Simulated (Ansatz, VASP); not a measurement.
## One calculation of Ba, two programs

Contents of INCAR:

```
SYSTEM = Ba
PREC     = Accurate       ! precision mode
ENCUT    = 520            ! plane-wave cutoff, eV
EDIFF    = 1E-7           ! SCF threshold, eV
ISMEAR   = 0              ! smearing method
SIGMA    = 0.15           ! smearing width, eV
LREAL    = .FALSE.        ! projectors in reciprocal space
LASPH    = .TRUE.         ! aspherical terms in the spheres
NELM     = 100            ! most SCF steps
ALGO     = Fast           ! electronic algorithm
ISIF     = 2              ! what is computed and relaxed
LWAVE    = .FALSE.        ! write WAVECAR
LCHARG   = .TRUE.         ! write CHGCAR
GGA      = CA             ! functional
LELF     = .TRUE.         ! ELF
LVHAR    = .TRUE.       
NBANDS   = 11             ! bands
```

KPOINTS

```
Automatic mesh
0
G
  14 14 14
  0 0 0
```

File POSCAR:

```
Ba
1.0
   -2.6000000000      2.6000000000      2.7000000000
    2.6000000000     -2.6000000000      2.7000000000
    2.6000000000      2.6000000000     -2.7000000000
Ba
1
Direct
    0.0000000000      0.0000000000      0.0000000000
```

Input for Ansatz:

```yaml
crystal:
  lattice:
    - [-2.6, 2.6, 2.7]
    - [2.6, -2.6, 2.7]
    - [2.6, 2.6, -2.7]
  atoms:
    - { symbol: Ba, position: [0.0, 0.0, 0.0] }
basis:
  ecutwfc: 420
kpoints:
  mp_grid: { grid: [14, 14, 14] }
hamiltonian:
  xc: lda
scf:
  occupations: { method: gaussian, width: 0.15 }
output:
  forces: true
  stress: true
  eigenvalues: true
```

Change from the starting cell: strain +0.040 along x and y, +0.080 along z, atoms carried along.

Alike in both runs: task single point; functional LDA; k mesh 14 × 14 × 14; occupations gaussian, width 0.15 eV; no spin polarisation.

|  | VASP | Ansatz |
| --- | --- | --- |
| version | VASP 6.6.1 | Ansatz 0.2.0 |
| potentials or method | VASP PAW LDA potentials, release 64 (Ba_sv) | scalar-relativistic, plane waves, PAW |
| plane-wave cutoff (eV) | 520 | 420 |
| valence electrons in the cell | 10 | 10 |

```tsv
	VASP	Ansatz	Ansatz less VASP
gap on the k mesh at the Fermi level (eV)	none	none	-
pressure (GPa)	-2.0	-2.0	-0.01
```

A gap of «none» marks a metal or a gap that the smearing closes.

The runs have no spin-orbit coupling, so splittings on Ba are missing.
